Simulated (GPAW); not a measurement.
Ru:

```
Ru
1.0
     2.70580    0.00000    0.00000
    -1.35290    2.34329    0.00000
     0.00000    0.00000    4.28190
Ru
2
Direct
  0.66667 0.33333 0.75000
  0.33333 0.66667 0.25000
```

```yaml
Program: GPAW 26.7.0
Task: relaxation of cell and atoms
Functional: PBEsol
Potentials_or_basis: PAW data sets generated in the run's folder for this functional
Cutoff: 600 eV
Basis: pw
k_mesh: 8 × 8 × 5
Occupations: fermi-dirac, width 0.05 eV
Spin: no spin polarisation
```

At the start: pressure -7.5 GPa; volume 13.57 Å³/atom.

Question: Where does the relaxation end?

Answer: Over 3 steps the energy falls by 6.7 meV/atom and the volume is 13.26 Å³/atom (-2.3 %); space group P6_3/mmc (No. 194, to 0.05 Å).

The path:
```
step  energy change (eV)  largest force (eV/Å)  pressure (GPa)  volume (Å³)
   1              0.0000                0.0000           -7.46        27.15
   2             -0.0115                0.0000           -3.13        26.78
   3             -0.0135                0.0000            0.11        26.53
```

Final structure:
```cif
data_structure
_symmetry_space_group_name_H-M 'P 1'
_symmetry_Int_Tables_number 1
_cell_length_a 2.6862
_cell_length_b 2.6862
_cell_length_c 4.2455
_cell_angle_alpha 90.000
_cell_angle_beta 90.000
_cell_angle_gamma 120.000
_cell_volume 26.53
loop_
_atom_site_label
_atom_site_type_symbol
_atom_site_fract_x
_atom_site_fract_y
_atom_site_fract_z
_atom_site_occupancy
Ru1 Ru 0.66667 0.33333 0.75000 1
Ru2 Ru 0.33333 0.66667 0.25000 1
```

Caveat: later steps reuse the first step's grids.
